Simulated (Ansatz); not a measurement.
# TiC: the cost of one run

Computed with Ansatz 0.2.0 (DFT r2SCAN, scalar-relativistic, plane waves, PAW, unless a step's input says otherwise).

1 further run of the same task is left out (set aside as unsound or not needed).

## Step 1: The system as given

The structure is hexagonal, space group P6_3mc (No. 186). The conventional cell has a = 3.075 Å, b = 3.075 Å, c = 5.048 Å, α = 90.00°, β = 90.00°, γ = 120.00°. Around Si (site symmetry 3m) lie 4 C at 1.88 to 1.90 Å. C (site symmetry 3m) is surrounded by 4 Si at 1.88 to 1.90 Å.

Structure file:

```cif
data_structure
_symmetry_space_group_name_H-M 'P6_3mc'
_symmetry_Int_Tables_number 186
_cell_length_a 3.0753
_cell_length_b 3.0753
_cell_length_c 5.0483
_cell_angle_alpha 90.000
_cell_angle_beta 90.000
_cell_angle_gamma 120.000
_cell_volume 41.35
loop_
_atom_site_label
_atom_site_type_symbol
_atom_site_symmetry_multiplicity
_atom_site_Wyckoff_symbol
_atom_site_fract_x
_atom_site_fract_y
_atom_site_fract_z
_atom_site_occupancy
Si1 Si 2 b 0.33333 0.66667 0.49960 1
C1 C 2 b 0.33333 0.66667 0.87540 1
```

It goes back to an entry of the Materials Project.

This cell was relaxed beforehand with the same method: volume 10.34 Å³/atom, gap on the mesh 2.65 eV.

## Step 2: The substitution Si → Ti

TiC starts from the relaxed positions of SiC, with all lengths scaled by 1.162, a guess from tabulated radii.

## Step 3: A first look at the start (TiC)

input.yaml

```yaml
crystal:
  lattice:
    - [3.5742201183, 0.0, 0.0]
    - [-1.7871100591, 3.0953654212, 0.0]
    - [0.0, 0.0, 5.8673612971]
  atoms:
    - { symbol: Ti, position: [0.3333333333, 0.6666666667, 0.4996013826] }
    - { symbol: Ti, position: [0.6666666667, 0.3333333333, 0.9996013826] }
    - { symbol: C, position: [0.3333333333, 0.6666666667, 0.8753986174] }
    - { symbol: C, position: [0.6666666667, 0.3333333333, 0.3753986174] }
basis:
  ecutwfc: 500
kpoints:
  mp_grid: { grid: [6, 6, 4] }
hamiltonian:
  xc: r2scan
scf:
  occupations: { method: gaussian, width: 0.1 }
output:
  forces: true
  stress: true
  eigenvalues: true
```

The run is started by

```sh
$ ansatz run input.yaml --threads 1 --pin off --max-ram 2560MiB --backend cpu --events-out ev --progress --plain --runs-dir out
```

Q: Estimate wall time and peak memory on 1 thread of Arm Neoverse V1, shared host.

About 7.2 s, with a peak of 0.42 GiB.
